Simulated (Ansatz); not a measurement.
# ZnO: from a guess to a relaxed structure

Aim: relax a trial structure of ZnO and see where it ends.

Method: DFT PBE, scalar-relativistic, plane waves, PAW, in Ansatz 0.2.0.

**1. The system as given**

The structure is tetragonal, space group P4_322 (No. 95). The conventional cell has a = 3.206 Å, b = 3.206 Å, c = 6.394 Å, α = 90.00°, β = 90.00°, γ = 90.00°. Around Zn (site symmetry 2) lie 4 O at 1.68 to 1.83 Å. O (site symmetry 2) is surrounded by 4 Zn at 1.68 to 1.83 Å.

Coordinates:

```cif
data_structure
_symmetry_space_group_name_H-M 'P4_322'
_symmetry_Int_Tables_number 95
_cell_length_a 3.2060
_cell_length_b 3.2060
_cell_length_c 6.3944
_cell_angle_alpha 90.000
_cell_angle_beta 90.000
_cell_angle_gamma 90.000
_cell_volume 65.72
loop_
_atom_site_label
_atom_site_type_symbol
_atom_site_symmetry_multiplicity
_atom_site_Wyckoff_symbol
_atom_site_fract_x
_atom_site_fract_y
_atom_site_fract_z
_atom_site_occupancy
Zn1 Zn 4 b 0.11138 0.50000 0.25000 1
O1 O 4 a 0.00000 0.61138 0.50000 1
```

Recipe of the guess: 4-connected net, two elements alternating (P4_322, No. 95). The dimensions are guesses.

**2. Probe: one point on a coarse mesh**

The input, input.yaml:

```yaml
crystal:
  lattice:
    - [3.20600844, 0.0, 0.0]
    - [0.0, 3.20600844, 0.0]
    - [0.0, 0.0, 6.3944093]
  atoms:
    - { symbol: Zn, position: [0.11138201, 0.5, 0.25] }
    - { symbol: Zn, position: [0.5, 0.88861799, 0.5] }
    - { symbol: Zn, position: [0.5, 0.11138201, 0.0] }
    - { symbol: Zn, position: [0.88861799, 0.5, 0.75] }
    - { symbol: O, position: [0.0, 0.61138201, 0.5] }
    - { symbol: O, position: [0.38861799, 0.0, 0.25] }
    - { symbol: O, position: [0.61138201, 0.0, 0.75] }
    - { symbol: O, position: [0.0, 0.38861799, 0.0] }
basis:
  ecutwfc: 420
kpoints:
  mp_grid: { grid: [6, 6, 4] }
hamiltonian:
  xc: pbe
scf:
  occupations: { method: gaussian, width: 0.1 }
  lower_state_search: "off"
output:
  forces: true
  stress: true
  eigenvalues: true
```

Run with:

```sh
$ ansatz run input.yaml --threads 1 --pin off --max-ram 2560MiB --backend cpu --events-out ev --progress --plain --runs-dir out
```

The log of the run, cut to the lines that bear on the results:

```text
Warning: RAYON_NUM_THREADS=1 ignored (pool sized by the plan → 1); use --threads N
[...]
Pseudopotentials: kind: paw
Pseudopotential: Zn, paw, valence charge 12, recommended cutoff 420 eV (normal), Zn.paw.azcp
Pseudopotential: O, paw, valence charge 6, recommended cutoff 420 eV (normal), O.paw.azcp
Functional definition: PBE
[...]
Crystal: 8 atoms, lattice volume = 65.725 Å³
Basis set: ecut = 420 eV, 1261 PW (Γ), exchange–correlation on 48×48×90 points (8 copies of the dense FFT grid, shifted against one another)
Bands: 44, of which v1, the nominal top of the filled ones, is band 36 counted from 1 (35 counted from 0)
Symmetry: 8 space group operations
Space group: P4322 (ITA 95), of the structure as read, at distance tolerance 4.0e-5 Å
[...]
E sigma→0 (E₀):  -15535.088659 eV
Fermi energy:    15.172695 eV
[...]
--- Forces (eV/Å), atoms counted from 1 ---
  atom   1  Zn    -1.63210949     0.00000000     0.00000000
  atom   2  Zn     0.00000000     1.63210949     0.00000000
  atom   3  Zn     0.00000000    -1.63210949     0.00000000
  atom   4  Zn     1.63210949     0.00000000     0.00000000
  atom   5  O      0.00000000    -1.51753825    -0.00000000
  atom   6  O      1.51753825     0.00000000     0.00000000
  atom   7  O     -1.51753825     0.00000000     0.00000000
  atom   8  O      0.00000000     1.51753825     0.00000000
[...]
--- Stress (GPa, compression-positive) ---
      100.690423       0.000000       0.000000
        0.000000     100.690423       0.000000
        0.000000       0.000000     215.240891
  P = ⅓ Tr σ = 138.8739 GPa (1388.739 kbar)
--- Band table (eV; the first three rows and the last of 30) ---
[...]
```

Run time: 7.6 s. Hardware: 1 thread of Arm Neoverse V2, shared host; peak memory 0.32 GiB.

The probe gives pressure 138.9 GPa, largest force 1.63 eV/Å, gap on this mesh 1.82 eV. A guess like this is first relaxed loosely on the coarse mesh.

(Part 1 of 3 ends here.)
